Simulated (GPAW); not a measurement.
# NaH (honeycomb monolayer): G0W0 on several meshes in GPAW

Aim: the GW shift of NaH (honeycomb monolayer) against the k mesh.

Main program and level: GPAW 26.7.0; LDA and many-body steps on it, plane waves.

## Step 1: The starting structure

The cell holds 2 atoms: 1 Na and 1 H. Cell: a = 3.648 Å, b = 3.648 Å, c = 11.400 Å, α = 90.0°, β = 90.0°, γ = 120.0°. Vacuum lies along c.

Coordinates:

```xyz
2
Lattice="3.6475 0.0000 0.0000 -1.8238 3.1588 0.0000 0.0000 0.0000 11.4000" Properties=species:S:1:pos:R:3
Na    0.0000    2.1059    5.7022
H     1.8238    1.0529    5.6977
```

The structure was relaxed with LDA. The runs that relaxed it are not among those shown.

## Step 2: Empty states on the mesh, 9×9×1 mesh, 308 bands

This step: GPAW 26.7.0; DFT, LDA, plane waves, PAW.

The sums over transitions need many empty states on a uniform mesh; this step solves for them.

The input, run.py:

```python
import json
import numpy as np
from gpaw.mpi import world
from gpaw import GPAW

calc = GPAW('gs.gpw').fixed_density(kpts={'size': (9, 9, 1), 'gamma': True},
    nbands=359,
    convergence={'bands': 308},
    txt='nscf.txt')
calc.write('full.gpw', mode='all')
res = {}
kpts = calc.get_ibz_k_points()
res['kpts'] = kpts
res['eigenvalues'] = [calc.get_eigenvalues(kpt=k) for k in range(len(kpts))]
res['n_electrons'] = calc.get_number_of_electrons()

if world.rank == 0:
    with open('result.json', 'w') as f:
        json.dump(res, f, default=lambda x: x.tolist())
```

On the command line:

```
mpirun -n 4 gpaw python run.py
```

Numbers of over 12 decimals in the logs are rounded to 6 here.

Log:

```text
Diagonalizing LCAO Hamiltonian
Converting LCAO to pw mode
convergence criteria:
- Maximum integral of absolute [eigenst]ate change: 4e-08 eV^2 / valence electron
maximum number of iterations: 100

SCF iterations
|iter     |     time |      energy | eigst |  dens |
|iter:   1|  |             | +5.27 |       |
|iter:   2|  |             | +4.09 |       |
|iter:   3|  |             | +2.97 |       |
[...]
|iter:  17|  |             | -6.76 |       |
|iter:  18|  |             | -7.14 |       |
|iter:  19|  |             | -7.42c|       |
SCF steps: 19
  __  _  _
 | _ |_)|_||  |
 |__||  | ||/\| - 26.7.0

Input parameters:
  mode=PW(ecut=600.0),
  convergence={'bands': 308},
  gpts=array([21, 21, 70]),
  kpts=MonkhorstPack(size=(9, 9, 1), gamma=True),
  maxiter=100,
  nbands=359,
  occupations=Occupations(name='fermi-dirac', width=0.001, fixmagmom=False),
  parallel={},
  xc=XC(name='LDA')
# Writing to full.gpw (mode='all')
  [... matrices ...]

timing:  # [seconds]
  Total: 0.102  # ━━━━━━━━━━━━━━━━━━━━━━━━━━━━━━━━━━━━━━━━━━━━━━━━━━━━━━━━━━━
```

Elapsed: 4.4 min, on 4 MPI ranks of Arm Neoverse V1, shared host; peak memory 1.4 GiB.

This step gave:

- gap: 3.247 eV
- k of the valence top: 0.3333, 0.3333, 0
- k of the conduction bottom: 0, 0, 0
- least direct gap: 4.687 eV
- k points computed: 12
- lowest point of the top converged band, above the valence top: 100.9305 eV

On this mesh the gap is 3.247 eV.

## Step 3: 9×9×1

Now the one-shot GW correction: screening in the RPA, then the self-energy of the levels asked for.

This step: G0W0 on LDA, plane waves, PAW.

The input, run.py:

```python
import json
import numpy as np
from gpaw.mpi import world
from gpaw.response.g0w0 import G0W0

gw = G0W0('full.gpw',
    filename='gw',
    kpts=[0, 6, 11],
    bands=(2, 6),
    ecut=60,
    nbands=138,
    truncation='2D',
    integrate_gamma='sphere',
    q0_correction=True,
    frequencies={'type': 'nonlinear', 'domega0': 0.15, 'omega2': 15.0},
    eta=0.1,
    nblocksmax=True)
gw.calculate()
res = {mode: {k: v for k, v in r.items() if k != 'sigma_eskwn'}
       for mode, r in gw.all_results.items()}

if world.rank == 0:
    with open('result.json', 'w') as f:
        json.dump(res, f, default=lambda x: x.tolist())
```

On the command line:

```
mpirun -n 4 gpaw python run.py
```

Log:

```text
Using integrator: PointIntegrator
NonLinearFrequencyDescriptor(from 0.000 to 86.196 eV, 171 points)
Nonperiodic BCs:  [False False  True]
Using integrator: PointIntegrator
NonLinearFrequencyDescriptor(from 0.000 to 86.196 eV, 171 points)
Nonperiodic BCs:  [False False  True]
Applying analytical 2D correction to W:
    Evaluating Gamma point contribution to W on a 13x13x1 grid
  ___  _ _ _
 |   || | | |
 | | || | | |
 |__ ||_____|
 |___|

BZ k-points: Symmetries present (total): 6

  [... matrices ...]
81 k-points: 9 x 9 x 1 Monkhorst-Pack grid
12 k-points in the irreducible part of the Brillouin zone
       k-points in crystal coordinates                weights
   0:     0.00000000    0.00000000    0.00000000          1/81
   1:     0.11111111    0.00000000    0.00000000          6/81
   2:     0.22222222   -0.11111111    0.00000000          6/81
   3:     0.22222222    0.00000000    0.00000000          6/81
   4:     0.33333333   -0.11111111    0.00000000         12/81
   5:     0.33333333    0.00000000    0.00000000          6/81
   6:     0.33333333    0.33333333    0.00000000          2/81
   7:     0.44444444   -0.22222222    0.00000000          6/81
   8:     0.44444444   -0.11111111    0.00000000         12/81
   9:     0.44444444    0.00000000    0.00000000          6/81
          ...
  11:     0.44444444    0.44444444    0.00000000          6/81

Distributing spins, k-points and bands (1 x 3 x 4) over 1 process
Number of blocks: 4

Quasi particle states:
k-points (IBZ indices): [0, 6, 11]
Band range: (2, 6)
  [... matrices ...]
Computational parameters:
Plane wave cut-off: 60 eV
Number of bands: 138
Coulomb cutoff: 2D
Broadening: 0.1 eV

fxc modes: GW
Kernel: RPA
Using full-frequency real axis integration
Summing all q:

Calculating screened Coulomb potential
2D Coulomb truncation
NonLinearFrequencyDescriptor(from 0.000 to 86.196 eV, 171 points)
Removing empty qpoint cache files...

Calculating chi0 body with:
    Ground state adapter containing:
    Number of spins: 1
    Number of kpoints: 81
    Number of irreducible kpoints: 12
    Number of completely occupied states: 4
    Number of partially occupied states: 4
    Occupied states memory: 1.884155 M / cpu

    Linear response parametrization:
    q_c: [0.0, 0.0, 0.0]
    Number of frequency points: 171
    Planewave cutoff: 60.0
    Number of bands: 138
    Number of planewaves: 135
    Broadening (eta): 0.1
    comm.size: 4
    kncomm.size: 1
    blockcomm.size: 4

    Memory estimate of potentially large arrays:
        chi0_wGG: 11.888409 M / cpu
Integrating chi0 body.

Symmetries of q_c:
    Direct symmetries (Uq -> q): 6
    Indirect symmetries (TUq -> q): 6
In total 12 allowed symmetries.

  [... matrices ...]
12 groups of equivalent kpoints. 85.185185% reduction.

Integral kind: spectral function
Integrating chi0 head and wings.

Symmetries of q_c:
    Direct symmetries (Uq -> q): 6
    Indirect symmetries (TUq -> q): 6
In total 12 allowed symmetries.

  [... matrices ...]
12 groups of equivalent kpoints. 85.185185% reduction.

Integral kind: spectral function wings

Calculating chi0 body with:
    Ground state adapter containing:
    Number of spins: 1
    Number of kpoints: 81
    Number of irreducible kpoints: 12
    Number of completely occupied states: 4
    Number of partially occupied states: 4
[... the further q-points ...]

Results:
f:      Occupation numbers
eps:     KS-eigenvalues [eV]
vxc:     KS vxc [eV]
exx:     Exact exchange [eV]
sigma:   Self-energies [eV]
dsigma:  Self-energy derivatives
Z:       Renormalization factors
qp:      QP-energies [eV]

k-point 0 (0): (0.000, 0.000, 0.000)                GW
band       f     eps     vxc     exx   sigma  dsigma       Z      qp
                                                                   GW
   2   1.000 -26.121 -32.166 -45.160   3.520  -0.259   0.794 -33.646
   3   1.000  -5.918  -8.863 -13.166   1.331  -0.384   0.723  -8.066
   4   0.000  -0.718  -3.730  -1.183  -1.161  -0.120   0.893   0.519
   5   0.000   0.219  -1.819  -0.566  -0.624  -0.080   0.926   0.801

k-point 1 (6): (0.333, 0.333, 0.000)                GW
band       f     eps     vxc     exx   sigma  dsigma       Z      qp
                                                                   GW
   2   1.000 -26.147 -32.071 -45.052   3.518  -0.263   0.792 -33.637
   3   1.000  -3.965 -10.531 -14.333   0.986  -0.286   0.777  -6.154
[...]
k-point 2 (11): (0.444, 0.444, 0.000)                GW
band       f     eps     vxc     exx   sigma  dsigma       Z      qp
                                                                   GW
[...]
3   1.000  -4.156 -10.357 -14.201   1.008  -0.294   0.773  -6.347
   4   0.000   0.531  -6.339  -2.684  -1.714  -0.159   0.863   2.206
   5   0.000   2.906  -3.943  -0.968  -1.417  -0.159   0.863   4.250
```

Elapsed: 2.3 min, on 4 MPI ranks; peak memory 1.8 GiB.

Numbers from this step:

| Property | Result |
| --- | --- |
| G0W0 gap on the points computed | 6.673 eV |
| least direct G0W0 gap on the computed points | 8.553 eV |
| Z at the valence top | 0.7774 |
| Z at the conduction bottom | 0.8927 |
| starting gap on the mesh | 3.247 eV |
| k of the valence top | 0.3333, 0.3333, 0 |
| k of the conduction bottom | 0, 0, 0 |

The gap on the mesh goes from 3.25 eV to 6.67 eV, a correction of +3.43 eV.

## Step 4: Empty states on the mesh, 6×6×1 mesh, 148 bands

This step: DFT, LDA, plane waves, PAW.

The input, run.py:

```python
import json
import numpy as np
from gpaw.mpi import world
from gpaw import GPAW

calc = GPAW('gs.gpw').fixed_density(kpts={'size': (6, 6, 1), 'gamma': True},
    nbands=172,
    convergence={'bands': 148},
    txt='nscf.txt')
calc.write('full.gpw', mode='all')
res = {}
kpts = calc.get_ibz_k_points()
res['kpts'] = kpts
res['eigenvalues'] = [calc.get_eigenvalues(kpt=k) for k in range(len(kpts))]
res['n_electrons'] = calc.get_number_of_electrons()

if world.rank == 0:
    with open('result.json', 'w') as f:
        json.dump(res, f, default=lambda x: x.tolist())
```

On the command line:

```
mpirun -n 4 gpaw python run.py
```

Log:

```text
Diagonalizing LCAO Hamiltonian
Converting LCAO to pw mode
convergence criteria:
- Maximum integral of absolute [eigenst]ate change: 4e-08 eV^2 / valence electron
maximum number of iterations: 100

SCF iterations
|iter     |     time |      energy | eigst |  dens |
|iter:   1|  |             | +4.87 |       |
|iter:   2|  |             | +3.62 |       |
|iter:   3|  |             | +2.49 |       |
[...]
|iter:  13|  |             | -6.58 |       |
|iter:  14|  |             | -7.13 |       |
|iter:  15|  |             | -7.46c|       |
SCF steps: 15
  __  _  _
 | _ |_)|_||  |
 |__||  | ||/\| - 26.7.0

Input parameters:
  mode=PW(ecut=600.0),
  convergence={'bands': 148},
  gpts=array([21, 21, 70]),
  kpts=MonkhorstPack(size=(6, 6, 1), gamma=True),
  maxiter=100,
  nbands=172,
  occupations=Occupations(name='fermi-dirac', width=0.001, fixmagmom=False),
  parallel={},
  xc=XC(name='LDA')
# Writing to full.gpw (mode='all')
  [... matrices ...]

timing:  # [seconds]
  Total: 0.046  # ━━━━━━━━━━━━━━━━━━━━━━━━━━━━━━━━━━━━━━━━━━━━━━━━━━━━━━━━━━━
```

Elapsed: 49 s, on 4 MPI ranks; peak memory 0.96 GiB; 3.3 min of CPU time.

This step gave:

* gap: 3.247 eV
* k of the valence top: 0.3333, 0.3333, 0
* k of the conduction bottom: 0, 0, 0
* least direct gap: 4.606 eV
* k points computed: 7
* lowest point of the top converged band, above the valence top: 62.0319 eV

On this mesh the gap is 3.247 eV.

## Step 5: 6×6×1

This step: G0W0 on LDA, plane waves, PAW.

The input, run.py:

```python
import json
import numpy as np
from gpaw.mpi import world
from gpaw.response.g0w0 import G0W0

gw = G0W0('full.gpw',
    filename='gw',
    kpts=[0, 4, 6],
    bands=(2, 6),
    ecut=60,
    nbands=138,
    truncation='2D',
    integrate_gamma='sphere',
    q0_correction=True,
    frequencies={'type': 'nonlinear', 'domega0': 0.15, 'omega2': 15.0},
    eta=0.1,
    nblocksmax=True)
gw.calculate()
res = {mode: {k: v for k, v in r.items() if k != 'sigma_eskwn'}
       for mode, r in gw.all_results.items()}

if world.rank == 0:
    with open('result.json', 'w') as f:
        json.dump(res, f, default=lambda x: x.tolist())
```

On the command line:

```
mpirun -n 4 gpaw python run.py
```

Log:

```text
Using integrator: PointIntegrator
NonLinearFrequencyDescriptor(from 0.000 to 86.196 eV, 171 points)
Nonperiodic BCs:  [False False  True]
Using integrator: PointIntegrator
NonLinearFrequencyDescriptor(from 0.000 to 86.196 eV, 171 points)
Nonperiodic BCs:  [False False  True]
Applying analytical 2D correction to W:
    Evaluating Gamma point contribution to W on a 19x19x1 grid
  ___  _ _ _
 |   || | | |
 | | || | | |
 |__ ||_____|
 |___|

BZ k-points: Symmetries present (total): 6

  [... matrices ...]
36 k-points: 6 x 6 x 1 Monkhorst-Pack grid + [1/12,1/12,0.000000]
7 k-points in the irreducible part of the Brillouin zone
       k-points in crystal coordinates                weights
   0:     0.00000000    0.00000000    0.00000000          1/36
   1:     0.16666667    0.00000000    0.00000000          6/36
   2:     0.33333333   -0.16666667    0.00000000          6/36
   3:     0.33333333    0.00000000    0.00000000          6/36
   4:     0.33333333    0.33333333    0.00000000          2/36
   5:     0.50000000    0.33333333    0.00000000         12/36
   6:     0.50000000    0.50000000    0.00000000          3/36

Distributing spins, k-points and bands (1 x 3 x 4) over 1 process
Number of blocks: 4

Quasi particle states:
k-points (IBZ indices): [0, 4, 6]
Band range: (2, 6)
  [... matrices ...]
Computational parameters:
Plane wave cut-off: 60 eV
Number of bands: 138
Coulomb cutoff: 2D
Broadening: 0.1 eV

fxc modes: GW
Kernel: RPA
Using full-frequency real axis integration
Summing all q:

Calculating screened Coulomb potential
2D Coulomb truncation
NonLinearFrequencyDescriptor(from 0.000 to 86.196 eV, 171 points)
Removing empty qpoint cache files...

Calculating chi0 body with:
    Ground state adapter containing:
    Number of spins: 1
    Number of kpoints: 36
[...]
comm.size: 4
    kncomm.size: 1
    blockcomm.size: 4

    Memory estimate of potentially large arrays:
        chi0_wGG: 11.888409 M / cpu
Integrating chi0 body.

Symmetries of q_c:
    Direct symmetries (Uq -> q): 6
    Indirect symmetries (TUq -> q): 6
In total 12 allowed symmetries.

  [... matrices ...]
7 groups of equivalent kpoints. 80.555556% reduction.

Integral kind: spectral function
Integrating chi0 head and wings.

Symmetries of q_c:
    Direct symmetries (Uq -> q): 6
    Indirect symmetries (TUq -> q): 6
In total 12 allowed symmetries.

  [... matrices ...]
7 groups of equivalent kpoints. 80.555556% reduction.

Integral kind: spectral function wings

Calculating chi0 body with:
    Ground state adapter containing:
    Number of spins: 1
    Number of kpoints: 36
    Number of irreducible kpoints: 7
    Number of completely occupied states: 4
    Number of partially occupied states: 4
[... the further q-points ...]

Results:
f:      Occupation numbers
eps:     KS-eigenvalues [eV]
vxc:     KS vxc [eV]
exx:     Exact exchange [eV]
sigma:   Self-energies [eV]
dsigma:  Self-energy derivatives
Z:       Renormalization factors
qp:      QP-energies [eV]

k-point 0 (0): (0.000, 0.000, 0.000)                GW
band       f     eps     vxc     exx   sigma  dsigma       Z      qp
                                                                   GW
   2   1.000 -26.121 -32.166 -45.160   3.492  -0.246   0.802 -33.746
   3   1.000  -5.918  -8.863 -13.167   1.304  -0.346   0.743  -8.146
   4   0.000  -0.718  -3.730  -1.183  -1.163  -0.135   0.881   0.502
[...]
k-point 1 (4): (0.333, 0.333, 0.000)                GW
band       f     eps     vxc     exx   sigma  dsigma       Z      qp
                                                                   GW
[...]
k-point 2 (6): (0.500, 0.500, 0.000)                GW
band       f     eps     vxc     exx   sigma  dsigma       Z      qp
                                                                   GW
[...]
4   0.000   0.401  -6.328  -2.694  -1.686  -0.159   0.863   2.082
   5   0.000   2.771  -3.935  -0.974  -1.405  -0.163   0.860   4.109
```

Elapsed: 47 s, on 4 MPI ranks; peak memory 1.3 GiB; 3.1 min of CPU time.

This step gave:

* G0W0 gap on the points computed: 6.790 eV
* least direct G0W0 gap on the computed points: 8.533 eV
* Z at the valence top: 0.8172
* Z at the conduction bottom: 0.8814
* starting gap on the mesh: 3.247 eV
* k of the valence top: 0.3333, 0.3333, 0
* k of the conduction bottom: 0, 0, 0

Against G0W0 in GPAW (9×9×1 mesh, 138 bands, screening to 60 eV, full frequency, Hilbert transform), the gap moves by +0.117 eV.

## Step 6: Side by side

Times are wall times on 4 MPI ranks of Arm Neoverse V1, shared host, good to a factor of about two.

| run | mesh | bands | screening cutoff (eV) | DFT gap (eV) | gap on the mesh (eV) | direct (eV) | time |
| --- | --- | --- | --- | --- | --- | --- | --- |
| 9×9×1 | 9×9×1 | 138 | 60 | 3.247 | 6.673 | 8.553 | 2.3 min |
| 6×6×1 | 6×6×1 | 138 | 60 | 3.247 | 6.790 | 8.533 | 47 s |

## Step 7: Outcome

```json
{
 "9×9×1": "6.673 eV",
 "6×6×1": "6.790 eV",
 "known limits": "not at the basis limit"
}
```

What this shows: 6×6×1: +0.117 eV against 9×9×1. Bands and cutoff are finite, so the gap is not at the basis limit. The miss can reach some tenths of an eV and take either sign; the mesh is an error of its own. These stock PAW sets were not made for GW. In the G0W0 runs levels were corrected at 3 k points alone, so a gap called «on the mesh» is the least over those, and an edge elsewhere would be missed.

[Paths, hosts, dates, memory and timing lines, banners, echoed tables and standing remarks are left out of the program output.]

[Logs are printed without paths, hosts, clocks, repeated set-up lines and the standing remarks that a program may print on its own settings, such as how far it seeks lower states.]

[Runs of the session that timed out or met a known fault of the program may be left out.]

[Hosts, paths, dates, database ids (printed as entryN), source tags and the programs' standing remarks are cut or masked in the printed files.]
